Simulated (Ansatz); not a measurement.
A crystal in the diamond structure was computed with PBE in Ansatz (plane waves, PAW datasets (generated hard set); cutoff 700 eV), no spin polarisation, no spin–orbit coupling, Fermi–Dirac smearing of 0.061 eV, k-spacing 0.11 to 0.12 Å⁻¹. It has a₀ = 4.897 Å and B₀ = 44 GPa.

(1) Which is it?
A. Sb
B. Sc
C. Be
D. Sm
E. Au

Answers

(1) C. The five: Be 4.897 Å, 44 GPa; Sc 6.508 Å, 8.4 GPa; Sb 6.989 Å, 31 GPa; Au 6.162 Å, 53 GPa; Sm 5.509 Å, 123 GPa.

Model structures, not the usual forms at ambient conditions (metastable or hypothetical): Be, Sc, Sb, Au, Sm. Spin polarisation is left out, and a magnetic state may lie lower for Sc. The open f shell of Sm is treated without spin here, so this is a model state and not the ground state.
